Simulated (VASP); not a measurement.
# N2 in VASP: a series of runs, part 2 of 2

VASP 6.6.1.

## (3) Relaxation of the atoms, PBE

INCAR

```
PREC = Accurate ; ENCUT = 520
EDIFF = 1E-7 ; ISMEAR = 0
SIGMA = 0.05 ; LREAL = False
LASPH = True ; NELM = 100
ALGO = Normal ; ISIF = 2
LWAVE = False ; LCHARG = False
GGA = PE ; IBRION = 2
NSW = 60 ; EDIFFG = -0.03
```

KPOINTS

```
regular mesh
0
Gamma
  1 1 1
```

POSCAR

```
N
1.0
    9.0000000000      0.0000000000      0.0000000000
    0.0000000000      9.5000000000      0.0000000000
    0.0000000000      0.0000000000     10.0000000000
N
2
Direct
    0.5000000000      0.5000000000      0.4445000000
    0.5000000000      0.5000000000      0.5555000000
```

Potentials or basis: VASP PAW PBE potentials, release 64 (N).

Launch:

```bash
> cat potpaw_PBE.64/N/POTCAR > POTCAR
> mpirun -np 1 vasp_gam > vasp.out
```

OUTCAR:

```text
PREC = Accurate
   ENCUT = 520
   EDIFF = 1E-7
   ISMEAR = 0
   LREAL = False
   LASPH = True
   NELM = 100
   ISIF = 2
   GGA = PE
   IBRION = 2
   NSW = 60
   EDIFFG = -0.03

 ion  position               nearest neighbor table
   1  0.500  0.500  0.444-   2 1.11
   2  0.500  0.500  0.556-   1 1.11

  LATTYP: Found a simple orthorhombic cell.
 ALAT       =     9.0000000000
 B/A-ratio  =     1.0555555556
 C/A-ratio  =     1.1111111111

  Lattice vectors:

 A1 = (   9.0000000000,   0.0000000000,   0.0000000000)
 A2 = (   0.0000000000,   9.5000000000,   0.0000000000)
 A3 = (   0.0000000000,   0.0000000000,  10.0000000000)

Analysis of symmetry for initial positions (statically):
=====================================================================
 Subroutine PRICEL returns:
 Original cell was already a primitive cell.

 Routine SETGRP: Setting up the symmetry group for a
 simple orthorhombic supercell.

 Subroutine GETGRP returns: Found  8 space group operations
 (whereof  8 operations were pure point group operations)
 out of a pool of  8 trial point group operations.

The static configuration has the point symmetry D_2h.

Analysis of symmetry for dynamics (positions and initial velocities):
=====================================================================
 Subroutine PRICEL returns:
 Original cell was already a primitive cell.

 Routine SETGRP: Setting up the symmetry group for a
 simple orthorhombic supercell.

 Subroutine GETGRP returns: Found  8 space group operations
 (whereof  8 operations were pure point group operations)
 out of a pool of  8 trial point group operations.

The dynamic configuration has the point symmetry D_2h.

 Subroutine INISYM returns: Found  8 space group operations
 (whereof  8 operations are pure point group operations),
 and found     1 'primitive' translations

----------------------------------------------------------------------------------------

                                     Primitive cell

  volume of cell :     855.0000

  direct lattice vectors                    reciprocal lattice vectors
     9.000000000  0.000000000  0.000000000     0.111111111  0.000000000  0.000000000
     0.000000000  9.500000000  0.000000000     0.000000000  0.105263158  0.000000000
     0.000000000  0.000000000 10.000000000     0.000000000  0.000000000  0.100000000

  length of vectors
     9.000000000  9.500000000 10.000000000     0.111111111  0.105263158  0.100000000

  position of ions in fractional coordinates (direct lattice)
     0.500000000  0.500000000  0.444500000
     0.500000000  0.500000000  0.555500000

  ion indices of the primitive-cell ions
   primitive index   ion index
                 1           1
                 2           2

----------------------------------------------------------------------------------------

 KPOINTS: regular mesh

Automatic generation of k-mesh.
 Grid dimensions read from file:
 generate k-points for:    1    1    1

 Generating k-lattice:

  Cartesian coordinates                     Fractional coordinates (reciprocal lattice)
     0.111111111  0.000000000  0.000000000     1.000000000  0.000000000  0.000000000
     0.000000000  0.105263158  0.000000000     0.000000000  1.000000000  0.000000000
     0.000000000  0.000000000  0.100000000     0.000000000  0.000000000  1.000000000

  Length of vectors
     0.111111111  0.105263158  0.100000000

  Shift w.r.t. Gamma in fractional coordinates (k-lattice)
     0.000000000  0.000000000  0.000000000

 Subroutine IBZKPT returns following result:
 ===========================================

 Found      1 irreducible k-points:

 Following reciprocal coordinates:
            Coordinates               Weight
  0.000000  0.000000  0.000000      1.000000
   k-points           NKPTS =      1   k-points in BZ     NKDIM =      1   number of bands    NBANDS=      9
   number of dos      NEDOS =    301   number of ions     NIONS =      2
   total plane-waves  NPLWV = 403200
   dimension x,y,z NGX =    70 NGY =   72 NGZ =   80
   dimension x,y,z NGXF=   140 NGYF=  144 NGZF=  160
   ions per type =               2
   NGX,Y,Z   is equivalent  to a cutoff of  12.93, 12.60, 13.30 a.u.
   NGXF,Y,Z  is equivalent  to a cutoff of  25.86, 25.20, 26.60 a.u.
 SYSTEM =  unknown system
   PREC   = accura    normal or accurate (medium, high low for compatibility)
   ISTART =      0    job   : 0-new  1-cont  2-samecut
   ICHARG =      2    charge: 1-file 2-atom 10-const
   ISPIN  =      1    spin polarized calculation?
   LNONCOLLINEAR =      F non collinear calculations
   LSORBIT =      F    spin-orbit coupling
   LASPH  =      T    aspherical Exc in radial PAW
   ENCUT  =  520.0 eV  38.22 Ry    6.18 a.u.  16.73 17.66 18.59*2*pi/ulx,y,z
   NELM   =    100;   NELMIN=  2; NELMDL= -5     # of ELM steps
   EDIFF  = 0.1E-06   stopping-criterion for ELM
   LREAL  =      F    real-space projection
   EDIFFG = -.3E-01   stopping-criterion for IOM
   NSW    =     60    number of steps for IOM
   IBRION =      2    ionic relax: 0-MD 1-quasi-New 2-CG
   NFREE  =      1    steps in history (QN), initial steepest desc. (CG)
   ISIF   =      2    stress and relaxation
   ISYM   =      2    0-nonsym 1-usesym 2-fastsym
   POTIM  = 0.5000    time-step for ionic-motion
   TEBEG  =    0.0;   TEEND  =   0.0 temperature during run
   PSTRESS=    0.0 pullay stress
   NELECT =      10.0000    total number of electrons
   NUPDOWN=      -1.0000    fix difference up-down
   EMIN   =  10.00;   EMAX   =-10.00  energy-range for DOS
   EFERMI =   0.00;   METHOD = LEGACY
   ISMEAR =     0;   SIGMA  =   0.05  broadening in eV -4-tet -1-fermi 0-gaus
   EFERMI_NEDOS =   21; number of points for ismear=-14 and -15
   IALGO  =     38    algorithm
   IMIX   =      4    mixing-type and parameters
     AMIX     =   0.40;   BMIX     =  1.00
     AMIX_MAG =   1.60;   BMIX_MAG =  1.00
  volume/ion in A,a.u.               =     427.50      2884.91
  Fermi-wavevector in a.u.,A,eV,Ry     =   0.371609  0.702239  1.878872  0.138093
  Thomas-Fermi vector in A             =   1.299861
   LORBIT       =      0    0 simple, 1 ext, 2 COOP (PROOUT), +10 PAW based schemes
   GGA     = PE    functional components
   LHFCALC =     F    Hartree Fock is set to
   AEXX    =    0.0000 exact exchange contribution
   IVDW    =     0    specifies the selected vdW correction
   LEPSILON=     F    determine dielectric tensor
   LRPA    =     F    only Hartree local field effects (RPA)
 conjugate gradient relaxation of ions
 non-spin polarized calculation
 Gauss-broadening in eV      SIGMA  =   0.05
  energy-cutoff  :      520.00
  volume of cell :      855.00
 maximum number of plane-waves:     11510
 NGX is ok and might be reduce to    70
   NGX = 33   NGY = 35   NGZ = 37

--------------------------------------- Ionic step        1  -------------------------------------------

 number of electron      10.0000001 magnetization

 Free energy of the ion-electron system (eV)
  ---------------------------------------------------
  ext. energy  EPLUGINS =         0.00000000
  ---------------------------------------------------
  free energy    TOTEN  =       -16.65105272 eV

  energy without entropy =      -16.65105272  energy(sigma->0) =      -16.65105272

------------------------ aborting loop because EDIFF is reached ----------------------------------------

  FORCE on cell =-STRESS in cart. coord.  units (eV):
  Direction    XX          YY          ZZ          XY          YZ          ZX
  --------------------------------------------------------------------------------------
  -------------------------------------------------------------------------------------
  Total       -0.0533838     -0.0517199      0.4607389     -0.0000000      0.0000000      0.0000000
  in kB       -0.1000355     -0.0969175      0.8633747     -0.0000000      0.0000000      0.0000000
  external PRESSURE =       0.2221406 kB  Pullay stress =       0.0000000 kB
[... 57 lines left out ...]
  energy  without entropy=      -16.5217247399  energy(sigma->0) =      -16.52172474

--------------------------------------- Ionic step        3  -------------------------------------------

 number of electron      10.0000001 magnetization

 Free energy of the ion-electron system (eV)
  ---------------------------------------------------
  ext. energy  EPLUGINS =         0.00000000
  ---------------------------------------------------
  free energy    TOTEN  =       -16.65182820 eV

  energy without entropy =      -16.65182820  energy(sigma->0) =      -16.65182820

 E-fermi :  -9.7666     XC(G=0):  -0.6957

 val. band max:      -10.0352777166   @ k =   0.0000   0.0000   0.0000
 cond. band min:      -1.9697756408   @ k =   0.0000   0.0000   0.0000
 fundamental gap:      8.0655020758
 Fermi energy:        -9.7666230115

 k-point     1 :       0.0000    0.0000    0.0000
  band No.  band energies     occupation
      1     -28.0219      2.00000
      2     -13.3877      2.00000
      3     -11.3731      2.00000
      4     -11.3731      2.00000
      5     -10.0353      2.00000
      6      -1.9698      0.00000
      7      -1.9694      0.00000
      8      -0.2019      0.00000
      9       1.1807      0.00000

------------------------ aborting loop because EDIFF is reached ----------------------------------------
[... 25 lines left out ...]
  FREE ENERGIE OF THE ION-ELECTRON SYSTEM (eV)
  ---------------------------------------------------
  free  energy   TOTEN  =       -16.6518282017 eV

  energy  without entropy=      -16.6518282017  energy(sigma->0) =      -16.65182820

 reached required accuracy - stopping structural energy minimisation
```

OSZICAR:

```text
N       E                     dE             d eps       ncg     rms          rms(c)
DAV:   1     0.113766141152E+03    0.11377E+03   -0.22158E+03    18   0.587E+02
DAV:   2     0.247528430622E+02   -0.89013E+02   -0.88688E+02    35   0.925E+01
DAV:   3    -0.145407517712E+02   -0.39294E+02   -0.39231E+02    19   0.103E+02
[... 46 lines left out ...]
DAV:  10    -0.166518205373E+02   -0.75597E-05   -0.22051E-07    18   0.242E-03    0.266E-04
DAV:  11    -0.166518260145E+02   -0.54772E-05   -0.21286E-07    18   0.197E-03    0.327E-04
DAV:  12    -0.166518278105E+02   -0.17960E-05   -0.60000E-08    18   0.106E-03    0.391E-05
DAV:  13    -0.166518281415E+02   -0.33093E-06   -0.74485E-09    18   0.405E-04    0.934E-05
DAV:  14    -0.166518282017E+02   -0.60212E-07   -0.26401E-09    18   0.254E-04
   3 F= -.16651828E+02 E0= -.16651828E+02  d E =-.775477E-03
```

Run time: 2 min. Hardware: 1 thread of Intel Xeon Platinum 8259CL at 2.50GHz (Skylake/Cascade Lake), shared host; peak memory 0.78 GiB.

Results:

```yaml
Free_energy: -16.6518 eV
Energy_gained_by_relaxing: 0.4 meV/atom
Ionic_steps: 3
Largest_force_after_relaxing: 0.003 eV/Å
Gap_between_the_frontier_levels: 8.07 eV
```

Forces in eV/Å, atoms in the order of the input:
```
N    0.000  0.000  0.003
N    0.000  0.000 -0.003
```

The path:
| step | energy change (eV) | largest force (eV/Å) | pressure (GPa) |
| --- | --- | --- | --- |
| 1 | 0.0000 | 0.4880 | 0.02 |
| 2 | 0.1293 | 5.5979 | -0.41 |
| 3 | -0.0008 | 0.0030 | -0.01 |

Final structure:
```
CELL_PARAMETERS angstrom
9.00000 0.00000 0.00000
0.00000 9.50000 0.00000
0.00000 0.00000 10.00000
ATOMIC_POSITIONS crystal
N 0.50000 0.50000 0.44434
N 0.50000 0.50000 0.55566
```

Caveat: the standard files for N, O and F lose accuracy on very short bonds.
